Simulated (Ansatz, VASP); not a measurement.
# Cross-check of SiC (SiC (P6_3mc)) between VASP and Ansatz, part 2 of 2

Wanted: the spread between two codes on one cell, functional and k mesh. The cell is taken from a series of runs on this material, whose earlier steps may have relaxed, scaled, displaced or heated it; both programs get it as it stands.

VASP 6.6.1 and Ansatz 0.2.0.

So far: Starting point; VASP: relaxation of cell and atoms, r2SCAN.

### Step 3. Ansatz: relaxation of cell and atoms, r2SCAN

Level of this step: Ansatz beside VASP: Kohn-Sham DFT, plane waves, r2SCAN (Ansatz).

Ansatz runs on its default PAW (the set named soft_2) files.

The same cell, functional and mesh now go to Ansatz.

Input file input.yaml:

```yaml
crystal:
  lattice:
    - [3.073, 0.0, 0.0]
    - [-1.5365, 2.661296, 0.0]
    - [0.0, 0.0, 10.053]
  atoms:
    - { symbol: Si, position: [0.0, 0.0, 0.5] }
    - { symbol: Si, position: [0.33333333, 0.66666667, 0.25] }
    - { symbol: Si, position: [0.66666667, 0.33333333, 0.75] }
    - { symbol: Si, position: [0.0, 0.0, 0.99998] }
    - { symbol: C, position: [0.0, 0.0, 0.1875] }
    - { symbol: C, position: [0.0, 0.0, 0.6875] }
    - { symbol: C, position: [0.33333333, 0.66666667, 0.4375] }
    - { symbol: C, position: [0.66666667, 0.33333333, 0.9375] }
basis:
  ecutwfc: 500
  xc_grid: 2
hamiltonian:
  xc: r2scan
kpoints:
  mp_grid: { grid: [10, 10, 3] }
scf:
  occupations: { method: fixed }
  max_iter: 100
relax:
  f_tol: 0.005
  max_steps: 60
  cell: {}
output:
  forces: true
  stress: true
checkpoint:
  write: "../cell.run"
  compress: false
  write_wavefunctions: false
  write_every: 100000
```

Started as:

```bash
> ansatz run input.yaml --threads 4 --pin off --max-ram 9420MiB --backend cpu --events-out ev --progress --plain --runs-dir out
```

Numbers of over 12 decimals in the logs are rounded to 6 here.

What it wrote:

```text
Warning: at least one further symmetry operation maps every atom of the structure, as the run holds it, onto an atom to within 2.00e-5 (fractional), and is not used: to satisfy it, and what else the atoms miss by up to 2.00e-5, twice crystal.symmetry.tolerance (1.0e-5), an atom would have to move by the tolerance or more, and atoms are only ever moved by less. The run uses 6 unitary operations. The run imposes no operation that its atoms and lattice do not hold. Figures that only the operations left out would make equal are not made equal, and some can differ by far more than the structure misses those operations by: [rest of the remark cut]
Engine: ansatz 0.2.0, aarch64-unknown-linux-gnu
Pseudopotentials: kind: paw
Pseudopotential: Si, paw, valence charge 4, recommended cutoff 500 eV (meta_gga), Si.paw.azcp
Pseudopotential: C, paw, valence charge 4, recommended cutoff 500 eV (meta_gga), C.paw.azcp
Functional definition: r2SCAN
  parameter k0 = 0.174
  parameter k1 = 0.065
  parameter a1 = 4.9479
  exchange = r2scan_x(k0 = k0, k1 = k1, a1 = a1)
  correlation = r2scan_c
Crystal: 8 atoms, lattice volume = 82.215 Å³
Basis set: ecut = 500 eV, 2137 PW (Γ), exchange–correlation on 48×48×150 points (8 copies of the dense FFT grid, shifted against one another)
Bands: 24, of which v1, the nominal top of the filled ones, is band 16 counted from 1 (15 counted from 0)
Symmetry: 6 space group operations
Space group: P3m1 (ITA 156), of the structure as read, at distance tolerance 4.3e-5 Å
k-points: 36 of 300 (time reversal used)
Non-local potential: Si, projectors of the file, l = 0: 2, l = 1: 2, l = 2: 2
Non-local potential: C, projectors of the file, l = 0: 2, l = 1: 2, l = 2: 1
PAW form: soft (Blöchl's): semilocal exchange-correlation on the pseudo side does not see the compensation charge
PAW frozen core: Si, regenerated for the run's functional (the file was generated under x = pbe(κ = 0.804, μ = 0.219515), c = pbe(β = 0.066725))
PAW frozen core: C, regenerated for the run's functional (the file was generated under x = pbe(κ = 0.804, μ = 0.219515), c = pbe(β = 0.066725))
PAW one-centre angular grid: Si, 302 points (default); XC on 160 Gauss nodes
PAW one-centre angular grid: C, 302 points (default); XC on 239 of its mesh's 2573 points in the sphere
Initial density: superposition of atomic densities (neutral atoms: chi_scale 0, normalization atom), corrected by the library's trained network
Initial wavefunctions: pseudopotential atomic-orbital guess
Functional: x = r2scan, c = r2scan; τ floored in thin density (d = 2e-4 eV/Å³)
SCF iter   1: F=—  HF=-3565.153120 eV  |F-HF|=—  |Δ(HF+E_count)|=         —  Δρ=5.84e-3  dr2=1.88e-2  dr2_τ=7.90e-1  ethr=1.77e-3  ⟨swp⟩=4.7  Hψ=3973  notcnv=0  defer=209
preconditioner: auto → none  [insulator: Δε(μ)=2.533 eV  Ē_g=12.841 eV  n_scr=6 (ndim 8)  ℏωp=23.2 eV  f_vac=0.000  ε∞_Penn≈4.3]
SCF iter   2: F=—  HF=-3565.333008 eV  |F-HF|=—  |Δ(HF+E_count)|=   1.80e-1  Δρ=4.05e-3  dr2=7.30e-3  dr2_τ=1.45e-4  ethr=5.86e-5  ⟨swp⟩=3.0  Hψ=1874  notcnv=0  defer=216
SCF iter   3: F=—  HF=-3565.333135 eV  |F-HF|=—  |Δ(HF+E_count)|=   1.27e-4  Δρ=1.37e-3  dr2=1.91e-3  dr2_τ=9.63e-5  ethr=2.28e-5  ⟨swp⟩=2.0  Hψ=1380  notcnv=0  defer=180
automatic band count: iteration 3 solves 23 bands in place of 24: the levels show a gap, and the empty bands left out lie too high to hold charge; the band table lists the bands solved (type scf.n_extra_bands for more)
SCF iter   4: F=—  HF=-3565.332926 eV  |F-HF|=—  |Δ(HF+E_count)|=   2.09e-4  Δρ=3.89e-4  dr2=1.56e-4  dr2_τ=2.13e-5  ethr=5.96e-6  ⟨swp⟩=2.1  Hψ=1325  notcnv=0  defer=180
SCF iter   5: F=—  HF=-3565.332909 eV  |F-HF|=—  |Δ(HF+E_count)|=   1.71e-5  Δρ=9.21e-5  dr2=1.48e-5  dr2_τ=5.34e-7  ethr=4.87e-7  ⟨swp⟩=2.2  Hψ=1195  notcnv=0  defer=132
SCF iter   6: F=—  HF=-3565.332900 eV  |F-HF|=—  |Δ(HF+E_count)|=   8.99e-6  Δρ=5.53e-5  dr2=4.46e-6  dr2_τ=1.35e-7  ethr=4.64e-8  ⟨swp⟩=2.2  Hψ=1165  notcnv=0  defer=74
SCF iter   7: F=—  HF=-3565.332900 eV  |F-HF|=—  |Δ(HF+E_count)|=   2.44e-7  Δρ=3.22e-5  dr2=9.95e-7  dr2_τ=1.37e-8  ethr=1.39e-8  ⟨swp⟩=2.2  Hψ=978  notcnv=0  defer=74
SCF iter   8: F=—  HF=-3565.332900 eV  |F-HF|=—  |Δ(HF+E_count)|=   8.14e-8  Δρ=1.50e-5  dr2=1.50e-7  dr2_τ=1.74e-9  ethr=3.11e-9  ⟨swp⟩=2.7  Hψ=1125  notcnv=0  defer=74
[...]
SCF iter   2: F=—  HF=-3565.335026 eV  |F-HF|=—  |Δ(HF+E_count)|=   5.23e-5  Δρ=2.19e-4  dr2=6.96e-5  dr2_τ=1.13e-5  ethr=2.27e-6  ⟨swp⟩=2.0  Hψ=1264  notcnv=0  defer=36
SCF iter   3: F=—  HF=-3565.335015 eV  |F-HF|=—  |Δ(HF+E_count)|=   1.13e-5  Δρ=1.06e-4  dr2=8.89e-6  dr2_τ=4.56e-7  ethr=2.17e-7  ⟨swp⟩=2.0  Hψ=1121  notcnv=0  defer=36
SCF iter   4: F=—  HF=-3565.335015 eV  |F-HF|=—  |Δ(HF+E_count)|=   1.12e-7  Δρ=4.55e-5  dr2=1.43e-6  dr2_τ=7.20e-8  ethr=2.78e-8  ⟨swp⟩=2.0  Hψ=1068  notcnv=0  defer=36
SCF iter   5: F=-3565.335014 eV  HF=-3565.335015 eV  |F-HF|=2.77e-7  |Δ(HF+E_count)|=   1.50e-7  Δρ=1.18e-5  dr2=3.51e-7  dr2_τ=6.63e-9  ethr=2.50e-9  ⟨swp⟩=5.0  Hψ=2811  notcnv=0
SCF 2 converged in 5 iterations: F = -3565.335014 eV  dr2 = 3.51e-7
  greatest PAW one-centre occupation: 0.659 electrons in one spin orbital (limit 2), on the C atom at site 7 (counted from 0), in its partial waves of l = 0
relax step   2: F+E_penalty+E_count = -3565.33501448 eV  Δ(F+E_penalty+E_count) = -2.114e-3 eV  max|allowed force component| = 7.328e-2 eV/Å  Δτ_max = 0.0025 Å  P = +0.548 GPa  Ω = 82.455 Å³  energy of the carried Pulay correction = -3.119e-5 eV  (5 SCF iters, dr2 threshold 8.00e-7 eV, accepted)
[...]
relax step   3: F+E_penalty+E_count = -3565.33555643 eV  Δ(F+E_penalty+E_count) = -5.419e-4 eV  max|allowed force component| = 1.635e-2 eV/Å  Δτ_max = 0.0023 Å  P = +0.002 GPa  Ω = 82.653 Å³  energy of the carried Pulay correction = -5.688e-5 eV  (5 SCF iters, dr2 threshold 8.00e-7 eV, accepted)
[...]
relax step   4: F+E_penalty+E_count = -3565.33557539 eV  Δ(F+E_penalty+E_count) = -1.895e-5 eV  max|allowed force component| = 6.911e-4 eV/Å  Δτ_max = 0.0005 Å  P = +0.001 GPa  Ω = 82.654 Å³  energy of the carried Pulay correction = -5.699e-5 eV  (5 SCF iters, dr2 threshold 1.67e-8 eV, accepted)
[...]
relax step   5: F+E_penalty+E_count = -3565.33562900 eV  Δ(F+E_penalty+E_count) = -5.362e-5 eV  max|allowed force component| = 7.554e-4 eV/Å  Δτ_max = 0.0000 Å  P = -0.000 GPa  Ω = 82.654 Å³  stress off target by 5.13e-4 GPa  SCF on the basis re-selected at this cell (its energy is not comparable with the rows above)  (5 SCF iters)
basis re-selected at this cell: Δ(F+E_penalty+E_count) = -5.362e-5 eV, ΔP = -0.001 GPa vs the last step (what re-selecting the basis moved, of the pressure what is left beyond the Pulay correction that the steps carried, after the strain that the cell walked since its last selection, with what the two solves' SCF thresholds leave and, on support functions, any second-order correction that the steps lacked; it is no m [...]
SCF converged after 5 iterations
Free energy (F): -3565.335629 eV
Harris-Foulkes:  -3565.335629 eV  (|F-HF|=2.73e-12)
Internal energy: -3565.335629 eV  (E = F + TS)
E sigma→0 (E₀):  -3565.335629 eV
Fermi energy:    9.449180 eV
--- Per-component energies (eV) ---
  E_band       = 102.317660
  E_kinetic    = 544.270859
  E_local      = -415.845173  (includes V_loc(G=0)·N_el)
  E_nonlocal   = 201.435392
  E_hartree    = 130.698198
  E_xc         = -405.501490
  E_vxc        = -474.664095  (∫ρ·V_xc dr)
  E_paw        = -2481.156822  (= ΣΔE_a)
  E_vpaw       = -36.559262  (= ΣTr[D̂ρ^β])
  E_aug_tail   = 0.000033  (compensation charges beyond the density's cutoff)
  E_vtau       = 22.283537  (kinetic-family band-sum trace: ∫τ·v_τ [+ j·A + Jᵃ·Aᵃ] dr)
  E_ewald      = -1138.831800
  E_core_change = -0.404827  (= ΣΔE_core)
  E_smearing   = -0.000000  (= −TS)
  E_closure    = -0.000000  (closes the sum)
  Σ components = -3565.335629   (vs F -3565.335629, Δ=0.00e0)
--- Forces (eV/Å), atoms counted from 1 ---
  atom   1  Si     0.00000000     0.00000000     0.00085926
  atom   2  Si     0.00000000    -0.00000000    -0.00024678
  atom   3  Si     0.00000000     0.00000000    -0.00020566
  atom   4  Si     0.00000000    -0.00000000    -0.00001903
  atom   5  C     -0.00000000     0.00000000     0.00042735
  atom   6  C      0.00000000    -0.00000000    -0.00053723
  atom   7  C     -0.00000000    -0.00000000    -0.00011416
  atom   8  C      0.00000000     0.00000000     0.00066717
  max |Σ_I F_I| component: 8.31e-4 eV/Å
--- Stress (GPa, compression-positive) ---
       -0.000513      -0.000000       0.000000
       -0.000000      -0.000513       0.000000
        0.000000       0.000000      -0.000202
  P = ⅓ Tr σ = -0.0004 GPa (-0.004 kbar)
--- Relaxed structure (4 steps of the walk, 4 accepted, 1 SCFs on fresh bases) ---
  F+E_penalty+E_count = -3565.33562900 eV   max|allowed force component| = 7.554e-4 eV/Å   (the final SCF, on the basis selected at the relaxed cell)
  cell:  # Å, volume = 82.6538 Å³
    - [3.077601, 0.0, 8.711391215631174e-19]
    - [-1.538800, 2.665281, -4.355695607815587e-19]
    - [2.8498410990521098e-18, 0, 10.076452]
  atoms:
    - { symbol: Si, position: [0, 0, 0.499848] }
    - { symbol: Si, position: [0.333333, 0.666667, 0.249913] }
    - { symbol: Si, position: [0.666667, 0.333333, 0.749914] }
    - { symbol: Si, position: [0, 0, 0.999848] }
    - { symbol: C, position: [0, 0, 0.187280] }
    - { symbol: C, position: [0, 0, 0.687283] }
    - { symbol: C, position: [0.333333, 0.666667, 0.437948] }
    - { symbol: C, position: [0.666667, 0.333333, 0.937946] }
```

In the SCF lines HF is the Harris–Foulkes energy and dr2 the Hartree energy of the density residual, in eV; the loop may stop once dr2 is under the threshold and the program's other checks hold. Hψ counts applications of the Hamiltonian.

### Step 4. Differences

Known differences besides the potentials themselves: VASP keeps PBE cores, Ansatz makes them for the functional; fixed occupations in Ansatz, narrow Gaussian smearing in VASP; the cutoff is 500 eV in Ansatz and 660 eV in VASP; Ansatz adds a Pulay correction to the stress that steers its cell, VASP none. Total energies have different zeros and are not compared.

Compared:

```csv
quantity,Ansatz,VASP,difference
volume (Å³),82.65,82.51,+0.17 %
"edge a after relaxation, in the typed setting (Å)",3.078,3.076,+0.06 %
"edge c after relaxation, in the typed setting (Å)",10.076,10.071,+0.06 %
```

### Step 5. Summary of results

```yaml
difference_in_volume_relaxation_of_cell_and_atoms_r2scan: 0.17 %
```

In words: The difference in volume is 0.17 % (relaxation of cell and atoms, r2SCAN), within the 1.2 % picked in this series as the mark of a large difference, as far as the stopping tolerances let one tell. How closely two codes agree says nothing of how well the functional describes the real material.

[Lines on the potential files, build, host, timing and source positions are cut from VASP's logs without a mark.]

[Logs are printed without paths, hosts, clocks, repeated set-up lines and the standing remarks that a program may print on its own settings, such as how far it seeks lower states.]

[Hosts, paths, dates, database ids (printed as entryN), source tags and the programs' standing remarks are cut or masked in the printed files.]
